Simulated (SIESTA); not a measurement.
# Mg3Sb2 under changes of volume

One of the cells (26.869 Å³/atom); the others are scaled copies at fixed shape and fractional positions:

```
CELL_PARAMETERS angstrom
4.61235 0.00000 0.00000
-2.30617 3.99441 0.00000
0.00000 0.00000 7.29197
ATOMIC_POSITIONS crystal
Sb 0.66667 0.33333 0.76500
Sb 0.33333 0.66667 0.23500
Mg 0.00000 0.00000 0.00000
Mg 0.66667 0.33333 0.37000
Mg 0.33333 0.66667 0.63000
```

| Item | Value |
| --- | --- |
| Program | SIESTA 5.4.2 |
| Functional | PBEsol |
| Potentials or basis | PseudoDojo 0.4 standard (PBEsol files) |
| Basis | DZP (energy shift 0.003 Ry; two zetas on semicore shells) |
| Grid cutoff | 800 Ry |
| Energy shift | 0.003 Ry |
| k mesh | 7 × 7 × 4 |
| Occupations | fermi-dirac, width 0.05 eV |
| Spin | no spin polarisation |

```csv
volume (Å³/atom),energy over the lowest point (meV/atom),pressure (GPa),gap on the mesh (eV),largest force (eV/Å)
24.762,25.87,4.2,0.28,0.912
25.288,?,?,?,?
25.815,6.05,1.9,0.27,0.738
26.869,0.00,0.0,0.23,0.587
27.396,1.38,-0.8,0.21,0.517
27.923,5.33,-1.6,0.20,0.453
```

What does the run at 25.288 Å³/atom give?

Energy over the lowest point 14.05 meV/atom; pressure 3.0 GPa; gap on the mesh 0.29 eV; largest force 0.823 eV/Å.

Worked out: A Birch-Murnaghan fit of order 3 (a polynomial in V^(-2/3)) to the other rows has its minimum at 26.87 Å³/atom with B0 = V·E''(V) = 44 GPa and B' = 3.9 at fixed shape and positions, which overstates the stiffness. It gives 14.08 meV/atom at 25.288 Å³/atom, against the run's 14.05, and -dE/dV = 3.0 GPa, against 3.0. A parabola through the other rows of the gap, of slope -0.463 eV per unit of ln V there, gives 0.27 eV, against the run's 0.29.

Energies are extrapolated to zero smearing.

Caveats: spin-orbit coupling is left out, which moves the levels of the heavy elements; an odd mesh through Γ misses points on the zone boundary, where band edges often lie; the basis of atomic orbitals isn't converged, which shifts pressures, moduli and gaps.
